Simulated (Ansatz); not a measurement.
The system is La.

```
La
1.0
     3.75000    0.00000    0.00000
    -1.87500    3.24760    0.00000
     0.00000    0.00000    6.07000
La
2
Direct
  0.66667 0.33333 0.75000
  0.33333 0.66667 0.25000
```

This isn't the form of La at room conditions, which is double hcp.

Program: Ansatz 0.2.0. Alike in all runs: task projected density of states; potentials or basis Ansatz PAW; no spin polarisation; cell as given; k mesh 5 × 5 × 3; smearing fermi-dirac 0.05 eV; the mesh is coarse, so values aren't converged. Hardware: 2 threads of Arm Neoverse V1 (shared host).

Q: Order these runs on this cell by their wall time, lowest first.
A. level PBEsol; cutoff (eV) 420
B. level PBE0; cutoff (eV) 420
C. level r2SCAN; cutoff (eV) 500

A: A (1.7 s), C (3.4 s), B (28 s).

Caveats: all runs use coarse meshes; the density of states is complete only up to the lowest level of the last band computed; the magnetic or orbital state may not be the lowest (some runs).

Not every run made on this cell is shown here.
